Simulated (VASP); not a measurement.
Input of a VASP 6.6.1 run:

The input INCAR:

```
PREC = Accurate
ENCUT = 520
EDIFF = 1E-6
ISMEAR = -1
SIGMA = 0.05
LREAL = F
LASPH = T
NELM = 60
ALGO = Normal
ISIF = 2
LWAVE = F
LCHARG = F
LDIPOL = T
IDIPOL = 3
DIPOL = 0.5 0.5 0.500
GGA = CA
IBRION = 2
NSW = 60
EDIFFG = -0.005
```

KPOINTS

```
Automatic mesh
0
Gamma
  5 5 1
```

Contents of POSCAR:

```
K
1.0
    4.7623960204      0.0000000000      0.0000000000
   -2.3811980102      4.1243559365      0.0000000000
    0.0000000000      0.0000000000     30.6599426400
K
5
Selective dynamics
Direct
    0.6666666700      0.3333333400      0.2446188529  F F F
    0.3333333300      0.6666666600      0.3723094265  F F F
    0.6666666700      0.3333333400      0.5000000000  T T T
    0.3333333300      0.6666666600      0.6276905735  T T T
    0.6666666700      0.3333333400      0.7553811471  T T T
```

Potentials or basis: VASP PAW LDA potentials, release 64 (K_sv).

The run is started by

```sh
$ cat potpaw_LDA.64/K_sv/POTCAR > POTCAR
$ mpirun -np 1 vasp_std > vasp.out
```

Question: What does it give for the energy gained by relaxing?

Answer: 9.6 meV/atom.

Question: Predict the band gap on the k mesh.

Answer: None (metal or under the smearing width).

Final structure:
```xyz
5
Lattice="4.7624 0.0000 0.0000 -2.3812 4.1244 0.0000 0.0000 0.0000 30.6599" Properties=species:S:1:pos:R:3 pbc="T T T"
K     2.3812    1.3748    7.5000
K     0.0000    2.7496   11.4150
K     2.3812    1.3748   14.9944
K     0.0000    2.7496   18.6115
K     2.3812    1.3748   22.1133
```
